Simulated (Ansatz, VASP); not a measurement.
One calculation of Ti4C, two programs

```
Ti C
1.0
     3.21023    0.00000    0.00000
     0.00000    3.21023    0.00000
     0.00000    0.00000   20.10699
Ti C
4 1
Cartesian
  1.6051 1.6051 4.0000
  0.0000 0.0000 5.6051
  1.6051 1.6051 7.1146
  0.0000 0.0000 8.6070
  0.4013 0.8026 10.1196
```

Alike in both runs: functional PBEsol; k mesh 8 × 8 × 1; occupations gaussian, width 0.1 eV; no spin polarisation.

Ansatz relaxed the structure, and its values are those at the end. VASP's run is a single point on that final structure, the one shown.

|  | VASP | Ansatz |
| --- | --- | --- |
| version | VASP 6.6.1 | Ansatz 0.2.0 |
| potentials or method | VASP PAW PBE potentials, release 64 (Ti_sv, C) | scalar-relativistic, plane waves, PAW |
| plane-wave cutoff (eV) | 520 | 420 |
| valence electrons in the cell | 52 | 52 |

```csv
,VASP,Ansatz,Ansatz less VASP
gap on the k mesh at the Fermi level (eV),none,none,-
rms of the force components (eV/Å),1.005,0.994,-0.0117
"work function, face that differs most (eV)",6.87,6.87,-0.002
```

A gap of «none» marks a metal or a gap that the smearing closes. Ansatz warned: «xc_potential_rough_in_thin_density».

Caveats: the PAW data sets were made with another functional, which shifts forces and pressure a little (VASP).
